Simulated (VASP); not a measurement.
# MgS (P6_3mc) in VASP: a series of runs

One crystal, MgS, is run at these levels: PBEsol; tasks: single point.

All numbers are computed with VASP 6.6.1; they aren't measurements. Logs are shortened: lines on timing, memory, paths and dates and some standing lists are left out, and cuts for length are marked.

## 1. The cell of the first run

The structure is hexagonal, space group P6_3mc (No. 186). Conventional cell: a = 4.035 Å, b = 4.035 Å, c = 6.432 Å, α = 90.00°, β = 90.00°, γ = 120.00°. Around Mg (site symmetry 3m) lie 4 S at 2.32 to 2.50 Å. Around S (site symmetry 3m) lie 4 Mg at 2.32 to 2.50 Å.

The cell comes from a database or a generator and needn't be the stable form of this composition.

## 2. Single point, PBEsol (all Mg atoms moved +0.150 Å, as atom 1 along Cartesian [0 0 1])

File INCAR:

```
PREC     = Accurate       # precision mode
ENCUT    = 520            # plane-wave cutoff, eV
EDIFF    = 1E-6           # SCF threshold, eV
ISMEAR   = 0              # smearing method
SIGMA    = 0.05           # smearing width, eV
LREAL    = False          # projectors in reciprocal space
LASPH    = True           # aspherical terms in the spheres
NELM     = 100            # most SCF steps
ALGO     = Fast           # electronic algorithm
ISIF     = 2              # what is computed and relaxed
LWAVE    = False          # write WAVECAR
LCHARG   = True           # write CHGCAR
GGA      = PS             # functional
LELF     = True           # ELF
LVHAR    = True         
NBANDS   = 16             # bands
```

File KPOINTS:

```
regular mesh
0
Gamma
  6 6 4
```

File POSCAR:

```
MgS
1.0
    4.0346224068      0.0000000000      0.0000000000
   -2.0173112034      3.4940854990      0.0000000000
    0.0000000000      0.0000000000      6.4322941800
Mg S
2 2
Direct
    0.6666666667      0.3333333333      0.5190746789
    0.3333333333      0.6666666667      1.0190746789
    0.3333333333      0.6666666667      0.3792441500
    0.6666666667      0.3333333333      0.8792441500
```

Potentials or basis: VASP PAW PBE potentials, release 64 (Mg, S).

Command:

```bash
> cat potpaw_PBE.64/Mg/POTCAR potpaw_PBE.64/S/POTCAR > POTCAR
> mpirun -np 1 vasp_std > vasp.out
```

OUTCAR:

```text
PREC = Accurate
   ENCUT = 520
   EDIFF = 1E-6
   ISMEAR = 0
   LREAL = False
   LASPH = True
   NELM = 100
   ISIF = 2
   GGA = PS

 ion  position               nearest neighbor table
   1  0.667  0.333  0.519-   4 2.32   3 2.50   3 2.50   3 2.50
   2  0.333  0.667  0.019-   3 2.32   4 2.50   4 2.50   4 2.50
   3  0.333  0.667  0.379-   2 2.32   1 2.50   1 2.50   1 2.50
   4  0.667  0.333  0.879-   1 2.32   2 2.50   2 2.50   2 2.50

  LATTYP: Found a hexagonal cell.
 ALAT       =     4.0346224068
 C/A-ratio  =     1.5942741430

  Lattice vectors:

 A1 = (   4.0346224068,   0.0000000000,   0.0000000000)
 A2 = (  -2.0173112034,   3.4940854990,   0.0000000000)
 A3 = (   0.0000000000,   0.0000000000,   6.4322941800)

Analysis of symmetry for initial positions (statically):
=====================================================================
 Subroutine PRICEL returns:
 Original cell was already a primitive cell.

 Routine SETGRP: Setting up the symmetry group for a
 hexagonal supercell.

 Subroutine GETGRP returns: Found 12 space group operations
 (whereof  6 operations were pure point group operations)
 out of a pool of 24 trial point group operations.

The static configuration has the point symmetry C_3v.
 The point group associated with its full space group is C_6v.

Analysis of symmetry for dynamics (positions and initial velocities):
=====================================================================
 Subroutine PRICEL returns:
 Original cell was already a primitive cell.

 Routine SETGRP: Setting up the symmetry group for a
 hexagonal supercell.

 Subroutine GETGRP returns: Found 12 space group operations
 (whereof  6 operations were pure point group operations)
 out of a pool of 24 trial point group operations.

The dynamic configuration has the point symmetry C_3v.
 The point group associated with its full space group is C_6v.

 Subroutine INISYM returns: Found 12 space group operations
 (whereof  6 operations are pure point group operations),
 and found     1 'primitive' translations

----------------------------------------------------------------------------------------

                                     Primitive cell

  volume of cell :      90.6781

  direct lattice vectors                    reciprocal lattice vectors
     4.034622407  0.000000000  0.000000000     0.247854669  0.143098960  0.000000000
    -2.017311203  3.494085499  0.000000000     0.000000000  0.286197919  0.000000000
     0.000000000  0.000000000  6.432294180     0.000000000  0.000000000  0.155465526

  length of vectors
     4.034622407  4.034622407  6.432294180     0.286197919  0.286197919  0.155465526

  position of ions in fractional coordinates (direct lattice)
     0.666666667  0.333333333  0.519074679
     0.333333333  0.666666667  0.019074679
     0.333333333  0.666666667  0.379244150
     0.666666667  0.333333333  0.879244150

  ion indices of the primitive-cell ions
   primitive index   ion index
                 1           1
                 2           2
                 3           3
                 4           4

----------------------------------------------------------------------------------------

 KPOINTS: regular mesh

Automatic generation of k-mesh.
 Grid dimensions read from file:
 generate k-points for:    6    6    4

 Generating k-lattice:

  Cartesian coordinates                     Fractional coordinates (reciprocal lattice)
     0.041309111  0.023849827  0.000000000     0.166666667  0.000000000  0.000000000
     0.000000000  0.047699653  0.000000000     0.000000000  0.166666667  0.000000000
     0.000000000  0.000000000  0.038866382     0.000000000  0.000000000  0.250000000

  Length of vectors
     0.047699653  0.047699653  0.038866382

  Shift w.r.t. Gamma in fractional coordinates (k-lattice)
     0.000000000  0.000000000  0.000000000

 Subroutine IBZKPT returns following result:
 ===========================================

 Found     21 irreducible k-points:

 Following reciprocal coordinates:
            Coordinates               Weight
  0.000000  0.000000  0.000000      1.000000
  0.166667  0.000000  0.000000      6.000000
  0.333333 -0.000000  0.000000      6.000000
  0.500000 -0.000000  0.000000      3.000000
  0.166667  0.166667  0.000000      6.000000
  0.333333  0.166667  0.000000     12.000000
[... 13 lines left out ...]
  0.333333  0.166667  0.500000     12.000000
  0.333333  0.333333  0.500000      2.000000
   k-points           NKPTS =     21   k-points in BZ     NKDIM =     21   number of bands    NBANDS=     16
   number of dos      NEDOS =    301   number of ions     NIONS =      4
   total plane-waves  NPLWV =  43200
   dimension x,y,z NGX =    30 NGY =   30 NGZ =   48
   dimension x,y,z NGXF=    60 NGYF=   60 NGZF=   96
   ions per type =               2   2
   NGX,Y,Z   is equivalent  to a cutoff of  12.36, 12.36, 12.41 a.u.
   NGXF,Y,Z  is equivalent  to a cutoff of  24.72, 24.72, 24.81 a.u.
 SYSTEM =  unknown system
   PREC   = accura    normal or accurate (medium, high low for compatibility)
   ISTART =      0    job   : 0-new  1-cont  2-samecut
   ICHARG =      2    charge: 1-file 2-atom 10-const
   ISPIN  =      1    spin polarized calculation?
   LNONCOLLINEAR =      F non collinear calculations
   LSORBIT =      F    spin-orbit coupling
   LASPH  =      T    aspherical Exc in radial PAW
   ENCUT  =  520.0 eV  38.22 Ry    6.18 a.u.   7.50  7.50 11.96*2*pi/ulx,y,z
   NELM   =    100;   NELMIN=  2; NELMDL= -5     # of ELM steps
   EDIFF  = 0.1E-05   stopping-criterion for ELM
   LREAL  =      F    real-space projection
   EDIFFG = 0.1E-04   stopping-criterion for IOM
   NSW    =      0    number of steps for IOM
   IBRION =     -1    ionic relax: 0-MD 1-quasi-New 2-CG
   NFREE  =      0    steps in history (QN), initial steepest desc. (CG)
   ISIF   =      2    stress and relaxation
   ISYM   =      2    0-nonsym 1-usesym 2-fastsym
   POTIM  = 0.5000    time-step for ionic-motion
   TEBEG  =    0.0;   TEEND  =   0.0 temperature during run
   PSTRESS=    0.0 pullay stress
   NELECT =      16.0000    total number of electrons
   NUPDOWN=      -1.0000    fix difference up-down
   EMIN   =  10.00;   EMAX   =-10.00  energy-range for DOS
   EFERMI =   0.00;   METHOD = LEGACY
   ISMEAR =     0;   SIGMA  =   0.05  broadening in eV -4-tet -1-fermi 0-gaus
   EFERMI_NEDOS =   21; number of points for ismear=-14 and -15
   IALGO  =     68    algorithm
   IMIX   =      4    mixing-type and parameters
     AMIX     =   0.40;   BMIX     =  1.00
     AMIX_MAG =   1.60;   BMIX_MAG =  1.00
  volume/ion in A,a.u.               =      22.67       152.98
  Fermi-wavevector in a.u.,A,eV,Ry     =   0.918221  1.735187 11.471486  0.843130
  Thomas-Fermi vector in A             =   2.043279
   LORBIT       =      0    0 simple, 1 ext, 2 COOP (PROOUT), +10 PAW based schemes
   GGA     = PS    functional components
   LHFCALC =     F    Hartree Fock is set to
   AEXX    =    0.0000 exact exchange contribution
   IVDW    =     0    specifies the selected vdW correction
   LEPSILON=     F    determine dielectric tensor
   LRPA    =     F    only Hartree local field effects (RPA)
 non-spin polarized calculation
 RMM-DIIS sequential band-by-band and
 Gauss-broadening in eV      SIGMA  =   0.05
  energy-cutoff  :      520.00
  volume of cell :       90.68
 maximum number of plane-waves:      2466
 NGX is ok and might be reduce to    30
   NGX = 15   NGY = 15   NGZ = 23

 number of electron      16.0000004 magnetization

 Free energy of the ion-electron system (eV)
  ---------------------------------------------------
  ext. energy  EPLUGINS =         0.00000000
  ---------------------------------------------------
  free energy    TOTEN  =       -17.74882658 eV

  energy without entropy =      -17.74882658  energy(sigma->0) =      -17.74882658

 E-fermi :   1.3363     XC(G=0):  -8.5676

 val. band max:        1.0665124869   @ k =   0.0000   0.0000   0.0000
 cond. band min:       4.3904829074   @ k =   0.0000   0.0000   0.0000
 fundamental gap:      3.3239704205
 Fermi energy:         1.3362731725

 k-point     1 :       0.0000    0.0000    0.0000
  band No.  band energies     occupation
      1     -10.2832      2.00000
      2      -9.5265      2.00000
      3      -2.2791      2.00000
      4       0.6378      2.00000
      5       0.6378      2.00000
      6       0.9122      2.00000
[... 8 lines left out ...]
     15       9.7070      0.00000
     16       9.9111      0.00000

 k-point     2 :       0.1667    0.0000    0.0000
  band No.  band energies     occupation
      1     -10.1501      2.00000
      2      -9.4660      2.00000
      3      -2.0646      2.00000
      4      -0.1475      2.00000
      5       0.2536      2.00000
      6       0.4230      2.00000
[... 8 lines left out ...]
     15       9.7464      0.00000
     16       9.7945      0.00000

 k-point     3 :       0.3333   -0.0000    0.0000
  band No.  band energies     occupation
      1      -9.8328      2.00000
      2      -9.3675      2.00000
      3      -1.5510      2.00000
      4      -1.2786      2.00000
      5      -0.7992      2.00000
      6       0.0859      2.00000
[... 8 lines left out ...]
     15       9.6616      0.00000
     16      11.2868      0.00000

 k-point     4 :       0.5000   -0.0000    0.0000
  band No.  band energies     occupation
      1      -9.6127      2.00000
      2      -9.3631      2.00000
      3      -1.8605      2.00000
      4      -1.2577      2.00000
      5      -0.9306      2.00000
      6      -0.0570      2.00000
[... 8 lines left out ...]
     15      10.2423      0.00000
     16      12.2885      0.00000
[... 267 lines left out ...]
 k-point    19 :       0.1667    0.1667    0.5000
  band No.  band energies     occupation
      1      -9.6672      2.00000
      2      -9.6672      2.00000
      3      -1.4001      2.00000
      4      -1.4001      2.00000
      5       0.0939      2.00000
      6       0.0939      2.00000
[... 8 lines left out ...]
     15       9.8772      0.00000
     16       9.8772      0.00000

 k-point    20 :       0.3333    0.1667    0.5000
  band No.  band energies     occupation
      1      -9.4870      2.00000
      2      -9.4870      2.00000
      3      -1.8067      2.00000
      4      -1.8067      2.00000
      5      -0.2908      2.00000
      6      -0.2908      2.00000
[... 8 lines left out ...]
     15      10.4385      0.00000
     16      10.4385      0.00000

 k-point    21 :       0.3333    0.3333    0.5000
  band No.  band energies     occupation
      1      -9.4250      2.00000
      2      -9.4250      2.00000
      3      -1.6958      2.00000
      4      -1.6958      2.00000
      5      -0.8345      2.00000
      6      -0.8345      2.00000
[... 8 lines left out ...]
     15      10.4227      0.00000
     16      10.4227      0.00000

------------------------ aborting loop because EDIFF is reached ----------------------------------------

  FORCE on cell =-STRESS in cart. coord.  units (eV):
  Direction    XX          YY          ZZ          XY          YZ          ZX
  --------------------------------------------------------------------------------------
  -------------------------------------------------------------------------------------
  Total       -1.1436725     -1.1436725      2.7383989      0.0000000     -0.0000000      0.0000000
  in kB      -20.2073773    -20.2073773     48.3843571      0.0000000     -0.0000000      0.0000000
  external PRESSURE =       2.6565342 kB  Pullay stress =       0.0000000 kB

 VOLUME and BASIS-vectors are now :
 -----------------------------------------------------------------------------
  energy-cutoff  :      520.00
  volume of cell :       90.68
      direct lattice vectors                 reciprocal lattice vectors
     4.034622407  0.000000000  0.000000000     0.247854669  0.143098960  0.000000000
    -2.017311203  3.494085499  0.000000000     0.000000000  0.286197919  0.000000000
     0.000000000  0.000000000  6.432294180     0.000000000  0.000000000  0.155465526

 POSITION                                       TOTAL-FORCE (eV/Angst)
 -----------------------------------------------------------------------------------
      2.01731      1.16470      3.33884        -0.000000     -0.000000     -0.963652
     -0.00000      2.32939      0.12269        -0.000000      0.000000     -0.963652
     -0.00000      2.32939      2.43941        -0.000000     -0.000000      0.963652
      2.01731      1.16470      5.65556         0.000000      0.000000      0.963652
 -----------------------------------------------------------------------------------
    total drift:                               -0.000000      0.000000     -0.000584

  FREE ENERGIE OF THE ION-ELECTRON SYSTEM (eV)
  ---------------------------------------------------
  free  energy   TOTEN  =       -17.7488265829 eV

  energy  without entropy=      -17.7488265829  energy(sigma->0) =      -17.74882658
```

Wall time 32 s (1 thread of Intel Xeon Platinum 8488C (Sapphire Rapids), shared host); peak memory 0.2 GiB.

What came out:

```
Free energy            : -17.7488 eV
Pressure               : 0.3 GPa
Largest force          : 0.964 eV/Å
Band gap on the k mesh : 3.32 eV, direct
```

Forces on the atoms (eV/Å):
```
Mg   0.000  0.000 -0.964
Mg   0.000  0.000 -0.964
S    0.000  0.000  0.964
S    0.000  0.000  0.964
```

Stress tensor (GPa, compression positive):
```
-2.02  0.00  0.00
 0.00 -2.02  0.00
 0.00  0.00  4.84
```

Caveat: the PAW data sets were made with another functional, which shifts forces and pressure a little.

(Continued in part 2 of 2.)
